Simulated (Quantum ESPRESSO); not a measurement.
**I under changes of volume**

One of the cells (40.553 Å³/atom); the others are scaled copies at fixed shape and fractional positions:

```
CELL_PARAMETERS angstrom
0.00000 2.36560 3.90984
2.19225 0.00000 3.90984
2.19225 2.36560 0.00000
ATOMIC_POSITIONS crystal
I 0.00000 0.00000 0.00000
```

- Program: Quantum ESPRESSO 7.5
- Functional: r2SCAN
- Potentials or basis: SG15 PBE 1.2
- Cutoff: 1020 eV
- Density cutoff: 4082 eV
- k mesh: 6 × 6 × 6
- Occupations: fermi-dirac, width 0.05 eV
- Spin: no spin polarisation

```tsv
volume (Å³/atom)	energy over the lowest point (meV/atom)	pressure (GPa)
38.120	?	?
38.931	4.53	1.1
39.742	0.78	0.4
40.553	0.00	-0.1
41.364	1.86	-0.6
42.175	6.05	-1.0
42.986	12.30	-1.4
```

**Question.** What does the run at 38.120 Å³/atom give?

**Answer.** Energy over the lowest point 11.65 meV/atom; pressure 1.8 GPa.

Worked out: A Birch-Murnaghan fit of order 3 (a polynomial in V^(-2/3)) to the other rows has its minimum at 40.37 Å³/atom with B0 = V·E''(V) = 27 GPa and B' = 5.1 at fixed shape and positions, which overstates the stiffness. It gives 11.65 meV/atom at 38.120 Å³/atom, against the run's 11.65, and -dE/dV = 1.8 GPa, against 1.8.

Energies are extrapolated to zero smearing.

Caveats: the potentials were made for another functional, which shifts forces and pressure; an odd number of electrons without spin polarisation forces a metal; a magnetic or distorted state may lie lower.
